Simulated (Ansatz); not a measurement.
# IrO2 at a changed volume: Quadrupolar parameters

The cell is a COD entry, relaxed with PBE at fixed cell and then changed (volume scaled by 0.96, ions relaxed).

Space group P4_2/mnm (No. 136); a = 4.4382, c = 3.1035 Å.

| site | Wyckoff | site symmetry | x | y | z |
| --- | --- | --- | --- | --- | --- |
| Ir | 2a | m.mm | 0.0000 | 0.0000 | 0.0000 |
| O | 4f | m.2m | 0.3077 | 0.3077 | 0.0000 |

One atom of each set is listed.

Method: Kohn–Sham DFT in Ansatz, PBE, plane waves and PAW, scalar-relativistic, collinear spin, 420 eV cutoff, Γ-centred 10×10×15 k-points, Fermi–Dirac smearing 0.05 eV. Start moments as typed (μB): 1 on each Ir, none on the rest.

C_Q = eQV_zz/h, which is 24.18 MHz for Q = 1 b and V_zz = 10²¹ V/m²; η = (V_xx − V_yy)/V_zz.

¹⁹¹Ir: I = 3/2, Q = 816.0 mb; 17O: I = 5/2, Q = -25.58 mb. Quadrupole moments are those of Pyykkö's year-2017 table.

**Question.** What field gradients does the calculation give at each kind of site?

**Answer.** 

| site | atoms | first shell | V_zz (10²¹ V/m²) | η | C_Q (MHz) |
| --- | --- | --- | --- | --- | --- |
| Ir | 2 | 6 O at 1.93–1.97 Å | -13.59 | 0.75 | -268 |
| O | 4 | 3 Ir at 1.93–1.97 Å | -9.29 | 0.20 | 5.74 |

At O V_zz stands upright on the plane through its three neighbours (within 1°).

With no gap above 0.1 eV, as in a metal, the gradients converge slowly in k; expect changes of a tenth or more on a denser mesh. Spin–orbit coupling is left out, which shifts gradients on Ir by a few per cent in wide-gap crystals, and can shift them far more where the calculated gap is small or absent, as here. Semilocal functionals can leave a metal where correlation in the d or f shell opens a gap in the real compound, and that would change the values at and beside Ir. At this changed cell the PBE pressure is 21 GPa. The start moments die out, and the run ends without spin.

The relaxation (2 steps) took 43 s of wall time (42 s of CPU time) and 0.94 GiB at its peak, on 1 thread of Intel Xeon 6975P-C (Granite Rapids) (x86_64; 16 cores open to the job, memory cap 3.0 GiB, no GPU), a shared host with a load of 0.1 a core.
